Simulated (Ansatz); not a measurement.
Ge:

```
Ge
1.0
     5.93000    0.00000    0.00000
     0.00000    5.93000    0.00000
     0.00000    0.00000    6.98000
Ge
12
Direct
  0.37500 0.16670 0.75000
  0.33330 0.87500 0.50000
  0.62500 0.83330 0.25000
  0.66670 0.12500 0.00000
  0.87500 0.33330 0.50000
  0.83330 0.62500 0.75000
  0.12500 0.66670 0.00000
  0.16670 0.37500 0.25000
  0.57500 0.42500 0.25000
  0.92500 0.92500 0.50000
  0.42500 0.57500 0.75000
  0.07500 0.07500 0.00000
```

This isn't the form of Ge at room conditions, which is diamond.

* Program: Ansatz 0.2.0
* Task: relaxation of cell and atoms
* Functional: revPBE
* Potentials or basis: Ansatz PAW
* Cutoff: 420 eV (not typed: the program's choice for these potentials)
* k mesh: 5 × 5 × 4
* Occupations: fermi-dirac, width 0.05 eV
* Spin: no spin polarisation

At the start: volume 20.45 Å³/atom.

**Question.** Where does the relaxation end?

**Answer.** It ends after 6 steps and the volume is 22.01 Å³/atom (+7.6 %); space group P4_32_12 (No. 96, to 0.05 Å).

Step by step:
```csv
step,energy change (eV),largest force (eV/Å),volume (Å³)
1,0.0000,0.9035,245.45
2,-0.4215,0.1271,264.71
3,-0.4525,0.0356,264.71
4,-0.4555,0.0166,264.10
5,-0.4557,0.0033,264.13
6,-0.4594,0.0034,264.13
```

Final structure:
```
Ge
1.0
     6.06017    0.00000    0.00000
     0.00000    6.06017    0.00000
     0.00000    0.00000    7.19189
Ge
12
Direct
  0.37063 0.17005 0.75022
  0.32995 0.87063 0.50022
  0.62937 0.82995 0.25022
  0.67005 0.12937 0.00022
  0.87063 0.32995 0.49978
  0.82995 0.62937 0.74978
  0.12937 0.67005 0.99978
  0.17005 0.37063 0.24978
  0.58606 0.41394 0.25000
  0.91394 0.91394 0.50000
  0.41394 0.58606 0.75000
  0.08606 0.08606 0.00000
```

Caveat: the plane-wave basis is chosen anew once the cell has moved, so the energies of steps on either side of that aren't comparable; the PAW data sets come from PBE, with cores solved anew for the run's functional, which leaves a small shift of forces and pressure.
